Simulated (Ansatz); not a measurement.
The system is C.

```
CELL_PARAMETERS angstrom
0.00000 1.78337 1.78337
1.78337 0.00000 1.78337
1.78337 1.78337 0.00000
ATOMIC_POSITIONS crystal
C 0.75000 0.75000 0.75000
C 0.50000 0.50000 0.50000
```

This isn't the form of C at room conditions, which is graphite.

Program: Ansatz 0.2.0. Alike in all runs: level PBE; no spin polarisation; cell as given; smearing fermi-dirac 0.05 eV. Hardware: 2 threads of Intel(R) Xeon(R) Platinum 8259CL CPU @ 2.50GHz (Skylake/Cascade Lake) (shared host).

Question: Order these runs on this cell by their wall time, lowest first.
A. task band structure; potentials or basis SPMS NC; k mesh 13 × 13 × 13; cutoff (eV) 1034; points for each segment of the path 14
B. task single point; potentials or basis Ansatz PAW; k mesh 13 × 13 × 13; cutoff (eV) 300
C. task single point; potentials or basis Ansatz PAW; k mesh 17 × 17 × 17; cutoff (eV) 420

Answer: B (0.45 s), C (1.2 s), A (2.4 s).

Caveats: the cutoff lies under the one recommended for these potentials (some runs).
